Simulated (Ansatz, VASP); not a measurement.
**KF: VASP beside Ansatz**

```
K F
1.0
     0.00000    2.65441    2.65441
     2.65441    0.00000    2.65441
     2.65441    2.65441    0.00000
K F
1 1
Direct
  0.05400 0.87400 0.47900
  0.55400 0.37400 0.97900
```

Alike in both runs: task single point; functional revPBE; k mesh 6 × 6 × 6; occupations gaussian, width 0.1 eV; no spin polarisation.

```csv
,VASP,Ansatz
version,VASP 6.6.1,Ansatz 0.2.0
potentials or method,"VASP PAW PBE potentials, release 64 (K_sv, F)","scalar-relativistic, plane waves, PAW"
plane-wave cutoff (eV),520,420
valence electrons in the cell,16,16
```

|  | VASP | Ansatz | Ansatz less VASP |
| --- | --- | --- | --- |
| gap on the k mesh at the Fermi level (eV) | 6.58 | 6.59 | +0.014 |
| least direct gap on the mesh (eV) | 6.58 | 6.59 | +0.014 |
| pressure (GPa) | 4.4 | 4.3 | -0.06 |

The functional is the same, so the differences come from potentials, cutoffs and numerics.

Caveats: the PAW data sets were made with another functional, which shifts forces and pressure a little (VASP). A hybrid or GW would open this gap; revPBE tends to underestimate it.
